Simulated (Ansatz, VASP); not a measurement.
# One calculation of GaAs, two programs

```
As Ga
1.0
     4.00100    0.00000    0.00000
    -2.00050    3.46497    0.00000
     0.00000    0.00000   24.35031
As Ga
3 3
Direct
  0.00000 0.00000 0.34907
  0.33333 0.66667 0.48323
  0.66667 0.33333 0.62026
  0.33333 0.66667 0.38261
  0.66667 0.33333 0.51458
  0.00000 0.00000 0.64942
```

Alike in both runs: functional PBEsol; k mesh 9 × 9 × 1; occupations gaussian, width 0.05 eV; no spin polarisation.

Ansatz relaxed the structure, and its values are those at the end. VASP's run is a single point on that final structure, the one shown.

```csv
,VASP,Ansatz
version,VASP 6.6.1,Ansatz 0.2.0
potentials or method,"VASP PAW PBE potentials, release 64 (As, Ga_d)","scalar-relativistic, plane waves, PAW"
plane-wave cutoff (eV),520,420
valence electrons in the cell,54,84
```

|  | VASP | Ansatz | Ansatz less VASP |
| --- | --- | --- | --- |
| gap on the k mesh at the Fermi level (eV) | none | none | - |
| rms of the force components (eV/Å) | 0.185 | 0.185 | -0.0001 |

A gap of «none» marks a metal or a gap that the smearing closes. The two sets of potentials don't hold the same shells in valence. Ansatz warned: «xc_potential_rough_in_thin_density».

Caveats: the PAW data sets were made with another functional, which shifts forces and pressure a little (VASP).
